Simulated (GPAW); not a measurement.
Here is a GPAW 26.7.0 calculation.

Contents of run.py:

```python
import numpy as np
from ase import Atoms
from ase.dft.bandgap import bandgap
from ase.io import write
from gpaw import GPAW, PW
from gpaw.response.df import DielectricFunction

atoms = Atoms(['C', 'C', 'C', 'C'],
              cell=[[1.22804797, -2.12706182, 0.0],
                    [1.22804797, 2.12706182, 0.0],
                    [0.0, 0.0, 7.17326776]],
              scaled_positions=[[0.91662054, 0.08337946, 0.7531376],
                                [0.41662054, 0.58337946, 0.2468624],
                                [0.08337946, 0.91662054, 0.2468624],
                                [0.58337946, 0.41662054, 0.7531376]],
              pbc=True)

calc = GPAW(mode=PW(600),
            xc='LDA',
            kpts={'size': (10, 10, 3), 'gamma': True},
            occupations={'name': 'fermi-dirac', 'width': 0.001},
            nbands=18,
            convergence={'density': 1e-06},
            maxiter=150,
            txt='gpaw.txt')
atoms.calc = calc
energy = atoms.get_potential_energy()
calc.write('gs.gpw')
write('result.traj', atoms)
print(f'Energy: {energy:.6f} eV')
print('Fermi level:', round(calc.get_fermi_level(), 4), 'eV')
print(f'Gap: {bandgap(calc)[0]:.4f} eV, direct: {bandgap(calc, direct=True)[0]:.4f} eV')

for size in [(12, 12, 4), (17, 17, 5)]:
    name = 'x'.join(str(n) for n in size)
    dense = calc.fixed_density(kpts={'size': size, 'gamma': True},
                               nbands=54, convergence={'bands': 48, 'eigenstates': 1e-7},
                               update_fermi_level=True, txt=f'dense-{name}.txt')
    dense.write(f'{name}.gpw', mode='all')
    df = DielectricFunction(f'{name}.gpw', frequencies=np.array([0.0]), hilbert=False, eta=0.001,
                            ecut=80, nbands=48, intraband=False, txt=f'df-{name}.txt')
    for xc in ['RPA', 'LR0.3', 'ALDA_X']:
        for direction in ['x', 'y', 'z', [0, 1, 1], [1, 0, 1], [1, 1, 0]]:
            e0, e = df.get_macroscopic_dielectric_constant(xc=xc, direction=direction)
            print(f'{name} {xc} {direction}: {e0:.4f} without, {e:.4f} with local fields')
```

Potentials or basis: the program's PAW data sets (release 1.2.1) made for this functional, pw.

Command:

```sh
$ OMP_NUM_THREADS=1 python run.py
```

(1) Predict the electronic dielectric tensor (diagonal).

(2) What does it give for the band gap on the k mesh?

Answers

(1) 20.01, 32.86, 2.67.

(2) 1.22 eV.

Caveat: the dielectric constant isn't converged in the k mesh; the long-wavelength limit can be off by a per cent or two; an odd mesh through Γ misses points on the zone boundary, where band edges often lie.
